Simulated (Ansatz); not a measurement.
## What a change of settings does to a run on CdTe

The cell is COD entry 1010539, as deposited and not checked against the literature; nothing was relaxed. It differs from other determinations. The listed cell was then made from it by scaling, straining or moving an atom.

First run: DFT, PBE, all-electron PAW with datasets made for the crystal, scalar-relativistic (Ansatz 0.2.0).

Command: `ansatz run input.yaml --threads 1 --pin off --max-ram 2048MiB --backend cpu --events-out ev --progress --plain --runs-dir out` The run took 6.7 s on 1 thread of Arm Neoverse V2 (shared host).

```yaml
crystal:
  lattice:
    - [0.0, 3.1401300417, 3.1401300417]
    - [3.1401300417, 0.0, 3.1401300417]
    - [3.1401300417, 3.1401300417, 0.0]
  atoms:
    - { symbol: Cd, position: [0.0, 0.0, 0.0] }
    - { symbol: Te, position: [0.75, 0.75, 0.75] }
kpoints:
  mp_grid: { grid: [9, 9, 9] }
scf:
  occupations: { method: fermi_dirac, width: 0.08 }
hamiltonian:
  xc: pbe
  pseudopotentials: { kind: all_electron, datasets: crystal }
output:
  forces: true
  stress: true
  eigenvalues: true
  efg: { contact_densities: true }
```

Result: converged; pressure 8.06 GPa; gap on the k mesh 1.06 eV (the mesh can miss the band edges); 7 SCF iterations.

Spin–orbit coupling is left out, though it moves levels of the heavy atoms by tenths of an eV or more.

The input is then changed:

```diff
@@ -11,7 +11,9 @@
 scf:
   occupations: { method: fermi_dirac, width: 0.08 }
+  mixing: { algorithm: msr1, beta: 0.9, ndim: 2 }
 hamiltonian:
   xc: pbe
   pseudopotentials: { kind: all_electron, datasets: crystal }
+  dispersion: d3bj
 output:
   forces: true
```

**Question.** Predict the outcome of the changed run.

**Answer.** It converged; pressure 5.80 GPa; gap on the k mesh 1.06 eV (the mesh can miss the band edges); 10 SCF iterations.
